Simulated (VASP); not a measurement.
# Al2O3 (R-3c) in VASP: notebook

Aim: see how the results for Al2O3 move with the level of theory and the settings. Levels: PBE, r2SCAN+rVV10. Tasks: relaxation of cell and atoms.

Everything below comes from runs of VASP 6.6.1. Logs are shortened: lines on timing, memory, paths and dates and some standing lists are left out, and cuts for length are marked.

## 1. The crystal as given

The structure is trigonal, space group R-3c (No. 167). Conventional cell: a = 4.805 Å, b = 4.805 Å, c = 13.114 Å, α = 90.00°, β = 90.00°, γ = 120.00°. Around Al (site symmetry 3) lie 6 O at 1.87 to 1.99 Å. O (site symmetry 2) is surrounded by 4 Al at 1.87 to 1.99 Å.

## 2. Relaxation of cell and atoms, PBE

File INCAR:

```
PREC     = Accurate       # precision mode
ENCUT    = 600            # plane-wave cutoff, eV
EDIFF    = 1E-7           # SCF threshold, eV
ISMEAR   = 0              # smearing method
SIGMA    = 0.03           # smearing width, eV
LREAL    = F              # projectors in reciprocal space
LASPH    = T              # aspherical terms in the spheres
NELM     = 80             # most SCF steps
ALGO     = Normal         # electronic algorithm
ISIF     = 3              # what is computed and relaxed
LWAVE    = F              # write WAVECAR
LCHARG   = F              # write CHGCAR
GGA      = PE             # functional
IBRION   = 2              # ionic algorithm
NSW      = 90             # ionic steps
EDIFFG   = -0.005         # ionic threshold
KPAR     = 2
```

File KPOINTS:

```
Automatic mesh
0
Gamma
  9 9 7
```

File POSCAR:

```
Al2O3                                   
1.0
    2.4024316173      1.3870445428      4.3712475250
   -2.4024316173      1.3870445428      4.3712475250
    0.0000000000     -2.7740890856      4.3712475250
  Al              O             
     4     6
Direct
     0.3521383035146593    0.3521383035146593    0.3521383035146593
     0.1478616964853407    0.1478616964853407    0.1478616964853407
     0.6478616964853408    0.6478616964853408    0.6478616964853408
     0.8521383035146592    0.8521383035146592    0.8521383035146592
     0.5561991207878207    0.9438008792121793    0.2500000000000000
     0.2499999999999970    0.5561991207878177    0.9438008792121851
     0.9438008792121823    0.2500000000000030    0.5561991207878149
     0.4438008792121793    0.0561991207878207    0.7500000000000000
     0.7500000000000029    0.4438008792121823    0.0561991207878148
     0.0561991207878178    0.7499999999999971    0.4438008792121853
```

Potentials or basis: VASP PAW PBE potentials, release 64 (Al, O).

Launch:

```console
> cat potpaw_PBE.64/Al/POTCAR potpaw_PBE.64/O/POTCAR > POTCAR
> mpirun -np 2 vasp_std > vasp.out
```

OUTCAR:

```text
PREC = Accurate
   ENCUT = 600
   EDIFF = 1E-7
   ISMEAR = 0
   LREAL = F
   LASPH = T
   NELM = 80
   ISIF = 3
   GGA = PE
   IBRION = 2
   NSW = 90
   EDIFFG = -0.005

 ion  position               nearest neighbor table
   1  0.352  0.352  0.352-  10 1.87   8 1.87   9 1.87   5 1.99   6 1.99   7 1.99   2 2.68   3 2.82
                             3 2.82   3 2.82   2 3.25   2 3.25   2 3.25
   2  0.148  0.148  0.148-   9 1.87   8 1.87  10 1.87   5 1.99   7 1.99   6 1.99   1 2.68   4 2.82
                             4 2.82   4 2.82   1 3.25   1 3.25   1 3.25
   3  0.648  0.648  0.648-   7 1.87   5 1.87   6 1.87   8 1.99   9 1.99  10 1.99   4 2.68   1 2.82
                             1 2.82   1 2.82   4 3.25   4 3.25   4 3.25
   4  0.852  0.852  0.852-   6 1.87   5 1.87   7 1.87   8 1.99  10 1.99   9 1.99   3 2.68   2 2.82
                             2 2.82   2 2.82   3 3.25   3 3.25   3 3.25
   5  0.556  0.944  0.250-   3 1.87   4 1.87   1 1.99   2 1.99
   6  0.250  0.556  0.944-   4 1.87   3 1.87   1 1.99   2 1.99
   7  0.944  0.250  0.556-   3 1.87   4 1.87   2 1.99   1 1.99
   8  0.444  0.056  0.750-   1 1.87   2 1.87   3 1.99   4 1.99
   9  0.750  0.444  0.056-   2 1.87   1 1.87   3 1.99   4 1.99
  10  0.056  0.750  0.444-   1 1.87   2 1.87   4 1.99   3 1.99

  LATTYP: Found a trigonal (rhomboedric) cell.
 ALAT       =     5.1771976169
 COS(alpha) =     0.5693320225

  Lattice vectors:

 A1 = (   2.4024316173,   1.3870445428,   4.3712475250)
 A2 = (  -2.4024316173,   1.3870445428,   4.3712475250)
 A3 = (   0.0000000000,  -2.7740890856,   4.3712475250)

Analysis of symmetry for initial positions (statically):
=====================================================================
 Subroutine PRICEL returns:
 Original cell was already a primitive cell.

 Routine SETGRP: Setting up the symmetry group for a
 trigonal (rhombohedral) supercell.

 Subroutine GETGRP returns: Found 12 space group operations
 (whereof  6 operations were pure point group operations)
 out of a pool of 12 trial point group operations.

The static configuration has the point symmetry S_6 .
 The point group associated with its full space group is D_3d.

Analysis of symmetry for dynamics (positions and initial velocities):
=====================================================================
 Subroutine PRICEL returns:
 Original cell was already a primitive cell.

 Routine SETGRP: Setting up the symmetry group for a
 trigonal (rhombohedral) supercell.

 Subroutine GETGRP returns: Found 12 space group operations
 (whereof  6 operations were pure point group operations)
 out of a pool of 12 trial point group operations.

The dynamic configuration has the point symmetry S_6 .
 The point group associated with its full space group is D_3d.

 Subroutine INISYM returns: Found 12 space group operations
 (whereof  6 operations are pure point group operations),
 and found     1 'primitive' translations

----------------------------------------------------------------------------------------

                                     Primitive cell

  volume of cell :      87.3973

  direct lattice vectors                    reciprocal lattice vectors
     2.402431617  1.387044543  4.371247525     0.208122469  0.120159563  0.076255882
    -2.402431617  1.387044543  4.371247525    -0.208122469  0.120159563  0.076255882
     0.000000000 -2.774089086  4.371247525     0.000000000 -0.240319127  0.076255882

  length of vectors
     5.177197617  5.177197617  5.177197618     0.252127433  0.252127433  0.252127432

  position of ions in fractional coordinates (direct lattice)
     0.352138304  0.352138304  0.352138304
     0.147861696  0.147861696  0.147861696
     0.647861696  0.647861696  0.647861696
     0.852138304  0.852138304  0.852138304
     0.556199121  0.943800879  0.250000000
     0.250000000  0.556199121  0.943800879
     0.943800879  0.250000000  0.556199121
     0.443800879  0.056199121  0.750000000
     0.750000000  0.443800879  0.056199121
     0.056199121  0.750000000  0.443800879

  ion indices of the primitive-cell ions
   primitive index   ion index
[... 44 lines left out ...]
|        The reciprocal lattice is rhombohedral (trigonal),                   |
|        whereas your k-lattice is base-centered monoclinic.                  |
|                                                                             |
|     Results are often still useful ...                                      |
|                                                                             |
 -----------------------------------------------------------------------------

 WARNING: IBZKPT: internal override: KBLOWUP is changed to .FALSE.
      ... skipping the blow-up phase ...

 Subroutine IBZKPT returns following result:
 ===========================================

 Found    160 irreducible k-points:

 Following reciprocal coordinates:
            Coordinates               Weight
  0.000000  0.000000  0.000000      1.000000
  0.111111  0.000000 -0.000000      4.000000
  0.222222 -0.000000 -0.000000      4.000000
  0.333333 -0.000000  0.000000      4.000000
  0.444444 -0.000000 -0.000000      4.000000
  0.111111  0.111111 -0.000000      2.000000
[... 16 lines left out ...]
 -0.333333  0.333333  0.000000      2.000000
  0.444444  0.444444 -0.000000      2.000000
 [... further k-points ...]
   k-points           NKPTS =    160   k-points in BZ     NKDIM =    160   number of bands    NBANDS=     30
   number of dos      NEDOS =    301   number of ions     NIONS =     10
   total plane-waves  NPLWV =  74088
   dimension x,y,z NGX =    42 NGY =   42 NGZ =   42
   dimension x,y,z NGXF=    84 NGYF=   84 NGZF=   84
   ions per type =               4   6
   NGX,Y,Z   is equivalent  to a cutoff of  13.49, 13.49, 13.49 a.u.
   NGXF,Y,Z  is equivalent  to a cutoff of  26.97, 26.97, 26.97 a.u.
 SYSTEM =  unknown system
   PREC   = accura    normal or accurate (medium, high low for compatibility)
   ISTART =      0    job   : 0-new  1-cont  2-samecut
   ICHARG =      2    charge: 1-file 2-atom 10-const
   ISPIN  =      1    spin polarized calculation?
   LNONCOLLINEAR =      F non collinear calculations
   LSORBIT =      F    spin-orbit coupling
   LASPH  =      T    aspherical Exc in radial PAW
   ENCUT  =  600.0 eV  44.10 Ry    6.64 a.u.  10.34 10.34 10.34*2*pi/ulx,y,z
   NELM   =     80;   NELMIN=  2; NELMDL= -5     # of ELM steps
   EDIFF  = 0.1E-06   stopping-criterion for ELM
   LREAL  =      F    real-space projection
   EDIFFG = -.5E-02   stopping-criterion for IOM
   NSW    =     90    number of steps for IOM
   IBRION =      2    ionic relax: 0-MD 1-quasi-New 2-CG
   NFREE  =      1    steps in history (QN), initial steepest desc. (CG)
   ISIF   =      3    stress and relaxation
   ISYM   =      2    0-nonsym 1-usesym 2-fastsym
   POTIM  = 0.5000    time-step for ionic-motion
   TEBEG  =    0.0;   TEEND  =   0.0 temperature during run
   PSTRESS=    0.0 pullay stress
   NELECT =      48.0000    total number of electrons
   NUPDOWN=      -1.0000    fix difference up-down
   EMIN   =  10.00;   EMAX   =-10.00  energy-range for DOS
   EFERMI =   0.00;   METHOD = LEGACY
   ISMEAR =     0;   SIGMA  =   0.03  broadening in eV -4-tet -1-fermi 0-gaus
   EFERMI_NEDOS =   21; number of points for ismear=-14 and -15
   IALGO  =     38    algorithm
   IMIX   =      4    mixing-type and parameters
     AMIX     =   0.40;   BMIX     =  1.00
     AMIX_MAG =   1.60;   BMIX_MAG =  1.00
  volume/ion in A,a.u.               =       8.74        58.98
  Fermi-wavevector in a.u.,A,eV,Ry     =   1.340672  2.533503 24.455132  1.797401
  Thomas-Fermi vector in A             =   2.468966
   LORBIT       =      0    0 simple, 1 ext, 2 COOP (PROOUT), +10 PAW based schemes
   GGA     = PE    functional components
   LHFCALC =     F    Hartree Fock is set to
   AEXX    =    0.0000 exact exchange contribution
   IVDW    =     0    specifies the selected vdW correction
   LEPSILON=     F    determine dielectric tensor
   LRPA    =     F    only Hartree local field effects (RPA)
 conjugate gradient relaxation of ions
 non-spin polarized calculation
 Gauss-broadening in eV      SIGMA  =   0.03
  energy-cutoff  :      600.00
  volume of cell :       87.40
 maximum number of plane-waves:      2951
 NGX is ok and might be reduce to    42
   NGX = 21   NGY = 21   NGZ = 21

 number of electron      47.9999999 magnetization

 Free energy of the ion-electron system (eV)
  ---------------------------------------------------
  ext. energy  EPLUGINS =         0.00000000
  ---------------------------------------------------
  free energy    TOTEN  =       -74.83188047 eV

  energy without entropy =      -74.83188047  energy(sigma->0) =      -74.83188047

 E-fermi :   5.9623     XC(G=0): -11.5492

 val. band max:        5.8230655953   @ k =   0.0000   0.0000   0.0000
 cond. band min:      11.7007314430   @ k =   0.0000   0.0000   0.0000
 fundamental gap:      5.8776658477
 Fermi energy:         5.9623400387

 k-point     1 :       0.0000    0.0000    0.0000
  band No.  band energies     occupation
      1     -13.2066      2.00000
      2     -10.9779      2.00000
      3     -10.7136      2.00000
      4     -10.7136      2.00000
      5     -10.4066      2.00000
      6     -10.4066      2.00000
[... 781 lines left out ...]
     29      16.6992      0.00000
     30      16.8041      0.00000

 [... further k-points ...]

------------------------ aborting loop because EDIFF is reached ----------------------------------------

  FORCE on cell =-STRESS in cart. coord.  units (eV):
  Direction    XX          YY          ZZ          XY          YZ          ZX
  --------------------------------------------------------------------------------------
  -------------------------------------------------------------------------------------
  Total        0.0495947      0.0495947      0.0061747      0.0000000      0.0000000     -0.0000000
  in kB        0.9091754      0.9091754      0.1131960      0.0000000      0.0000000     -0.0000000
  external PRESSURE =       0.6438490 kB  Pullay stress =       0.0000000 kB

 VOLUME and BASIS-vectors are now :
 -----------------------------------------------------------------------------
  energy-cutoff  :      600.00
  volume of cell :       87.40
      direct lattice vectors                 reciprocal lattice vectors
     2.402431617  1.387044543  4.371247525     0.208122469  0.120159563  0.076255882
    -2.402431617  1.387044543  4.371247525    -0.208122469  0.120159563  0.076255882
     0.000000000 -2.774089086  4.371247525     0.000000000 -0.240319127  0.076255882

 POSITION                                       TOTAL-FORCE (eV/Angst)
 -----------------------------------------------------------------------------------
      0.00000      0.00000      4.61785         0.000000     -0.000000      0.003047
      0.00000      0.00000      1.93902         0.000000     -0.000000     -0.003047
      0.00000      0.00000      8.49589         0.000000     -0.000000     -0.003047
      0.00000      0.00000     11.17472         0.000000     -0.000000      0.003047
     -0.93119      1.38704      7.64968        -0.002014     -0.000000     -0.000000
     -0.73562     -1.49995      7.64968         0.001007     -0.001744     -0.000000
      1.66681      0.11291      7.64968         0.001007      0.001744     -0.000000
      0.93119     -1.38704      5.46406         0.002014     -0.000000     -0.000000
      0.73562      1.49995      5.46406        -0.001007      0.001744     -0.000000
     -1.66681     -0.11291      5.46406        -0.001007     -0.001744     -0.000000
 -----------------------------------------------------------------------------------
    total drift:                               -0.000000      0.000000     -0.000000

  FREE ENERGIE OF THE ION-ELECTRON SYSTEM (eV)
  ---------------------------------------------------
  free  energy   TOTEN  =       -74.8318804680 eV

  energy  without entropy=      -74.8318804680  energy(sigma->0) =      -74.83188047

 reached required accuracy - stopping structural energy minimisation
```

It took 3.7 min on 2 MPI ranks of AMD EPYC 9R45 (Zen 5), shared host; peak memory 0.48 GiB.

What came out:

* Free energy: -74.8319 eV
* Pressure after relaxing: 0.1 GPa
* Largest force after relaxing: 0.003 eV/Å
* Band gap on the k mesh: 5.88 eV, direct

Forces in eV/Å, atoms in the order of the input:
```
Al   0.000  0.000  0.003
Al   0.000  0.000 -0.003
Al   0.000  0.000 -0.003
Al   0.000  0.000  0.003
O   -0.002  0.000  0.000
O    0.001 -0.002  0.000
O    0.001  0.002  0.000
O    0.002  0.000  0.000
O   -0.001  0.002  0.000
O   -0.001 -0.002  0.000
```

Stress tensor (GPa, compression positive):
```
0.09 0.00 0.00
0.00 0.09 0.00
0.00 0.00 0.01
```

Final structure:
```
Al O
1.0
     2.40243    1.38704    4.37125
    -2.40243    1.38704    4.37125
     0.00000   -2.77409    4.37125
Al O
4 6
Direct
  0.35214 0.35214 0.35214
  0.14786 0.14786 0.14786
  0.64786 0.64786 0.64786
  0.85214 0.85214 0.85214
  0.55620 0.94380 0.25000
  0.25000 0.55620 0.94380
  0.94380 0.25000 0.55620
  0.44380 0.05620 0.75000
  0.75000 0.44380 0.05620
  0.05620 0.75000 0.44380
```

Caveat: the relaxation stopped at its first step, so nothing moved; an odd mesh through Γ misses points on the zone boundary, where band edges often lie. A hybrid or GW would open this gap; PBE tends to underestimate it.

## 3. Relaxation of cell and atoms, r2SCAN+rVV10

This run uses another cell than the first one, of 8.50 Å³/atom, 0.973 times its volume.

File INCAR:

```
PREC     = Accurate       # precision mode
ENCUT    = 600            # plane-wave cutoff, eV
EDIFF    = 1E-6           # SCF threshold, eV
ISMEAR   = 0              # smearing method
SIGMA    = 0.03           # smearing width, eV
LREAL    = False          # projectors in reciprocal space
LASPH    = True           # aspherical terms in the spheres
NELM     = 80             # most SCF steps
ALGO     = Normal         # electronic algorithm
ISIF     = 3              # what is computed and relaxed
LWAVE    = False          # write WAVECAR
LCHARG   = False          # write CHGCAR
METAGGA  = R2SCAN         # meta-GGA
LMIXTAU  = True         
LUSE_VDW = True         
IVDW_NL  = 2            
BPARAM   = 11.95        
CPARAM   = 0.0093       
IBRION   = 2              # ionic algorithm
NSW      = 90             # ionic steps
EDIFFG   = -0.01          # ionic threshold
LUSENCCL = False
```

File KPOINTS:

```
regular mesh
0
Gamma
  9 9 7
```

File POSCAR:

```
Al2O3
1.0
    2.3802500000      1.3742379800      4.3318666700
   -2.3802500000      1.3742379800      4.3318666700
    0.0000000000     -2.7484759600      4.3318666700
Al O
4 6
Direct
    0.3521600000      0.3521600000      0.3521600000
    0.1478400000      0.1478400000      0.1478400000
    0.6478400000      0.6478400000      0.6478400000
    0.8521600000      0.8521600000      0.8521600000
    0.5566800000      0.9433200000      0.2500000000
    0.2500000000      0.5566800000      0.9433200000
    0.9433200000      0.2500000000      0.5566800000
    0.4433200000      0.0566800000      0.7500000000
    0.7500000000      0.4433200000      0.0566800000
    0.0566800000      0.7500000000      0.4433200000
```

Potentials or basis: VASP PAW PBE potentials, release 64 (Al, O).

Launch:

```console
> cat potpaw_PBE.64/Al/POTCAR potpaw_PBE.64/O/POTCAR > POTCAR
> mpirun -np 1 vasp_std > vasp.out
```

Wall time 49 min (1 × NVIDIA H100 80GB with 1 thread of AMD EPYC 7R13 (Zen 3), shared host); peak memory 1.6 GiB.

It converged, with:

```
Free energy                            : -95.0925 eV
Relaxed volume                         : 8.43 Å³/atom
Relaxed cell                           : a = 5.115 Å, b = 5.115 Å, c = 5.115 Å, α = 55.32°, β = 55.32°, γ = 55.32°
Space group after relaxing (to 0.05 Å) : R-3c (No. 167)
Energy gained by relaxing              : 0.6 meV/atom
Ionic steps                            : 5
Pressure after relaxing                : 0.0 GPa
Largest force after relaxing           : 0.005 eV/Å
Band gap on the k mesh                 : 7.20 eV, direct
```

Forces on the atoms (eV/Å):
```
Al   0.000  0.000  0.000
Al   0.000  0.000  0.000
Al   0.000  0.000  0.000
Al   0.000  0.000  0.000
O    0.005  0.000  0.000
O   -0.002  0.004  0.000
O   -0.002 -0.004  0.000
O   -0.005  0.000  0.000
O    0.002 -0.004  0.000
O    0.002  0.004  0.000
```

Stress tensor (GPa, compression positive):
```
-0.05  0.00  0.00
 0.00 -0.05  0.00
 0.00  0.00  0.08
```

Step by step:
| step | energy change (eV) | largest force (eV/Å) | pressure (GPa) | volume (Å³) |
| --- | --- | --- | --- | --- |
| 1 | 0.0000 | 0.0697 | -2.13 | 85.02 |
| 2 | -0.0012 | 0.0379 | 2.21 | 83.63 |
| 3 | -0.0056 | 0.0348 | 0.16 | 84.27 |
| 4 | -0.0056 | 0.0361 | 0.09 | 84.30 |
| 5 | -0.0058 | 0.0049 | -0.01 | 84.32 |

Final structure:
```xyz
10
Lattice="2.3743 1.3708 4.3180 -2.3743 1.3708 4.3180 0.0000 -2.7416 4.3180" Properties=species:S:1:pos:R:3 pbc="T T T"
Al    0.0000    0.0000    4.5585
Al    0.0000    0.0000    1.9185
Al    0.0000    0.0000    8.3955
Al    0.0000    0.0000   11.0356
O    -0.9200    1.3708    7.5565
O    -0.7272   -1.4821    7.5565
O     1.6471    0.1113    7.5565
O     0.9200   -1.3708    5.3975
O     0.7272    1.4821    5.3975
O    -1.6471   -0.1113    5.3975
```

Levels at points of the mesh, in eV from the valence-band top:
```
           k point  band 21  band 22  band 23  band 24  band 25  band 26  band 27  band 28
(0.00, 0.00, 0.00)    -0.54    -0.06    -0.06     0.00     7.20    10.12    12.03    12.63
```

Caveat: the PAW data sets were made with another functional, which shifts forces and pressure a little; an odd mesh through Γ misses points on the zone boundary, where band edges often lie. r2SCAN opens gaps a little over a GGA but as a rule still falls short of measured ones.
